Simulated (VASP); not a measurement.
Wanted: the native input for a VASP 6.6.1 run.

* Task: single point
* Functional: PBEsol
* Dispersion: D3(BJ)
* Potentials or basis: VASP PAW PBE potentials, release 64 (S, Mo_sv)
* Cutoff: 520 eV
* k mesh: 12 × 12 × 1
* Occupations: gaussian, width 0.03 eV
* Spin: no spin polarisation
* Dipole correction: yes
* Further INCAR settings: ALGO = Normal; EDIFF = 1e-07; NBANDS = 20

The structure of MoS2 lies in POSCAR:

```
MoS2
1.0
    3.1700000000      0.0000000000      0.0000000000
   -1.5850000000      2.7453005300      0.0000000000
    0.0000000000      0.0000000000     17.1200000000
S Mo
2 1
Direct
    0.6666670000      0.3333330000      0.4088785047
    0.6666670000      0.3333330000      0.5911214953
    0.3333330000      0.6666670000      0.5000000000
```

The cell was built by a generator and needn't be a form met in nature.

One way to write it, as run:

INCAR

```
SYSTEM = MoS2
ALGO     = Normal         ! electronic algorithm
DIPOL    = 0.5 0.5 0.500
EDIFF    = 1E-7           ! SCF threshold, eV
ENCUT    = 520            ! plane-wave cutoff, eV
GGA      = PS             ! functional
IDIPOL   = 3            
ISIF     = 2              ! what is computed and relaxed
ISMEAR   = 0              ! smearing method
IVDW     = 12             ! dispersion correction
LASPH    = .True.         ! aspherical terms in the spheres
LCHARG   = .False.        ! write CHGCAR
LDIPOL   = .True.       
LREAL    = .False.        ! projectors in reciprocal space
LWAVE    = .False.        ! write WAVECAR
NBANDS   = 20             ! bands
NELM     = 100            ! most SCF steps
PREC     = Accurate       ! precision mode
SIGMA    = 0.03           ! smearing width, eV
```

KPOINTS

```
k-points
0
Gamma
  12 12 1
  0 0 0
```

Potentials or basis: VASP PAW PBE potentials, release 64 (S, Mo_sv).

The run is started by

```sh
$ cat potpaw_PBE.64/S/POTCAR potpaw_PBE.64/Mo_sv/POTCAR > POTCAR
$ mpirun -np 1 vasp_std > vasp.out
```

It gave:

| Item | Value |
| --- | --- |
| Largest force | 0.272 eV/Å |
| Band gap on the k mesh | 1.72 eV, direct |
| Dispersion energy per atom | -0.242 eV |

Caveat: the PAW data sets were made with another functional, which shifts forces and pressure a little.

It took 51 s on 1 thread of AMD EPYC 9R45 (Zen 5), with other jobs on the host, peak memory 0.23 GiB.
